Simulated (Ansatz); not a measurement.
# Bands of Zr

```yaml
crystal:
  lattice:
    - [-1.78744, 1.78744, 1.78744]
    - [1.78744, -1.78744, 1.78744]
    - [1.78744, 1.78744, -1.78744]
  atoms:
    - { symbol: Zr, position: [0.00000, 0.00000, 0.00000] }
```

The conventional cell has a = 3.575 Å, b = 3.575 Å, c = 3.575 Å, α = 90.00°, β = 90.00°, γ = 90.00°. Zr (atom 1) is surrounded by 8 Zr at 3.10 Å.

The cell was built from the bcc type and relaxed in the same program, and has space group Im-3m; it needn't be a known or the stable phase.

The calculation used DFT, PBE, all-electron LAPW, scalar-relativistic in Ansatz 0.2.0.

Numerical set-up: a Γ-centred 16×16×16 k mesh, Fermi–Dirac smearing of 0.05 eV, basis error target 0.25 meV/atom, no spin polarisation.

Points in fractions of the reciprocal vectors of this cell: Γ (0, 0, 0), H (0.5, -0.5, 0.5), N (0, 0, 0.5), P (0.25, 0.25, 0.25). The path joins them by straight lines in the order Γ–H–N–Γ–P–H–P–N; legs that retrace an earlier one aren't tabulated. Energies are in eV from the Fermi level.

(1) List the levels at Γ between -5 and 1.5 eV.

(2) List the levels at H between -5 and 1.5 eV.

(3) List the levels at P between -5 and 1.5 eV.

(4) What is the band gap?

Answers

(1) 1.14 (×3).

(2) -2.61 (×2).

(3) -0.53 (×3).

(4) none: bands cross the Fermi level, a metal.
